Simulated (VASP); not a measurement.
Input of a VASP 6.6.1 run:

File INCAR:

```
SYSTEM = InSe
PREC = Accurate
ENCUT = 600
EDIFF = 1E-6
ISMEAR = 0
SIGMA = 0.03
LREAL = .False.
LASPH = .True.
NELM = 80
ALGO = Normal
ISIF = 3
LWAVE = .False.
LCHARG = .False.
GGA = PE
IVDW = 12
IBRION = 2
NSW = 90
EDIFFG = -0.01
KPAR = 2
```

The input KPOINTS:

```
Automatic mesh
0
Gamma
  9 9 2
  0 0 0
```

The input POSCAR:

```
InSe
1.0
    4.0500000000      0.0000000000      0.0000000000
   -2.0250000000      3.5074028853      0.0000000000
    0.0000000000      0.0000000000     16.9300000000
In Se
4 4
Direct
    0.3333333333      0.6666666667      0.1570000000
    0.6666666667      0.3333333333      0.6570000000
    0.3333333333      0.6666666667      0.3430000000
    0.6666666667      0.3333333333      0.8430000000
    0.3333333333      0.6666666667      0.6020000000
    0.6666666667      0.3333333333      0.1020000000
    0.3333333333      0.6666666667      0.8980000000
    0.6666666667      0.3333333333      0.3980000000
```

Potentials or basis: VASP PAW PBE potentials, release 64 (In_d, Se).

Command:

```bash
$ cat potpaw_PBE.64/In_d/POTCAR potpaw_PBE.64/Se/POTCAR > POTCAR
$ mpirun -np 2 vasp_std > vasp.out
```

Q: Estimate the relaxed volume.

A: 29.51 Å³/atom.

Q: Estimate the dispersion energy per atom.

A: -0.297 eV.

Q: What does it give for the band gap on the k mesh?

A: 0.35 eV, direct.

Q: What does it give for the space group after relaxing (to 0.05 Å)?

A: P6_3/mmc (No. 194).

Final structure:
```xyz
8
Lattice="4.0331 0.0000 0.0000 -2.0165 3.4927 0.0000 0.0000 0.0000 16.7572" Properties=species:S:1:pos:R:3 pbc="T T T"
In    0.0000    2.3285    2.7924
In    2.0165    1.1642   11.1709
In    0.0000    2.3285    5.5862
In    2.0165    1.1642   13.9648
Se    0.0000    2.3285    9.8818
Se    2.0165    1.1642    1.5032
Se    0.0000    2.3285   15.2540
Se    2.0165    1.1642    6.8754
```

Caveat: spin-orbit coupling is left out, which moves the levels of the heavy elements. Expect the measured gap to be larger: semilocal functionals such as PBE lack the derivative discontinuity.
